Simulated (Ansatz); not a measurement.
# P: response to strain

P is deformed so: z strained by -4 % at fixed volume. What stress and forces result, by LAPW, PAW and all-electron datasets made for the crystal?

Computed with Ansatz 0.2.0 (DFT PBE, scalar-relativistic, unless a step's input says otherwise).

## Step 1: The starting structure

Symmetry: P4/mmm, No. 123, tetragonal system. Conventional cell: a = 4.273 Å, b = 4.273 Å, c = 4.378 Å, α = 90.00°, β = 90.00°, γ = 90.00°. Around P (site symmetry 4/mmm) lie 6 P at 4.27 to 4.38 Å.

As a file:

```cif
data_structure
_symmetry_space_group_name_H-M 'P4/mmm'
_symmetry_Int_Tables_number 123
_cell_length_a 4.2729
_cell_length_b 4.2729
_cell_length_c 4.3780
_cell_angle_alpha 90.000
_cell_angle_beta 90.000
_cell_angle_gamma 90.000
_cell_volume 79.93
loop_
_atom_site_label
_atom_site_type_symbol
_atom_site_symmetry_multiplicity
_atom_site_Wyckoff_symbol
_atom_site_fract_x
_atom_site_fract_y
_atom_site_fract_z
_atom_site_occupancy
P1 P 1 a 0.00000 0.00000 0.00000 1
```

The file gives the conventional cell by its symmetry; the runs use the cell typed in the input.

## Step 2: The deformed structure

Space group P4/mmm before, P4/mmm after.

## Step 3: LAPW, all electrons

The input, input.yaml:

```yaml
crystal:
  lattice:
    - [4.3610152585, 0.0, 0.0]
    - [0.0, 4.3610152585, 0.0]
    - [0.0, 0.0, 4.20288]
  atoms:
    - { symbol: P, position: [0.0, 0.0, 0.0] }
kpoints:
  mp_grid: { grid: [10, 10, 9] }
scf:
  occupations: { method: fermi_dirac, width: 0.08 }
hamiltonian:
  xc: pbe
  pseudopotentials: { kind: all_electron, lapw: { basis_error: 0.00025 } }
output:
  forces: true
  stress: true
  eigenvalues: true
```

Run with:

```
> ansatz run input.yaml --threads 1 --pin off --max-ram 2048MiB --backend cpu --events-out ev --progress --plain --runs-dir out
```

## Step 4: Frozen-core PAW

input.yaml, as its differences from that of step 3:

```diff
@@ -13,3 +13,3 @@
   xc: pbe
-  pseudopotentials: { kind: all_electron, lapw: { basis_error: 0.00025 } }
+  pseudopotentials: { kind: paw }
 output:
@@ -18 +18,2 @@
   eigenvalues: true
+  efg: { contact_densities: true }
```

## Step 5: Datasets made for this crystal

input.yaml, as its differences from that of step 4:

```diff
@@ -13,3 +13,3 @@
   xc: pbe
-  pseudopotentials: { kind: paw }
+  pseudopotentials: { kind: all_electron, datasets: crystal }
 output:
```

(Steps that only read results are left out.)

Q: Predict the outcome of this session. Wanted: pressure; largest shear or deviatoric stress.

**Answer**, as computed:

| quantity | value |
| --- | --- |
| pressure | LAPW -3.51, PAW -3.51, crystal datasets -3.51 GPa |
| largest shear or deviatoric stress (LAPW) | 0.39 GPa |

What this shows: The largest part of the stress beyond the pressure is 0.39 GPa in size, in the zz component. No run of the undeformed cell stands beside it, so pressure and stress hold what the given cell had before the change, as far as its symmetry allows. PAW: stress within 0.01 GPa of LAPW. Crystal datasets: stress within 0.01 GPa of LAPW.
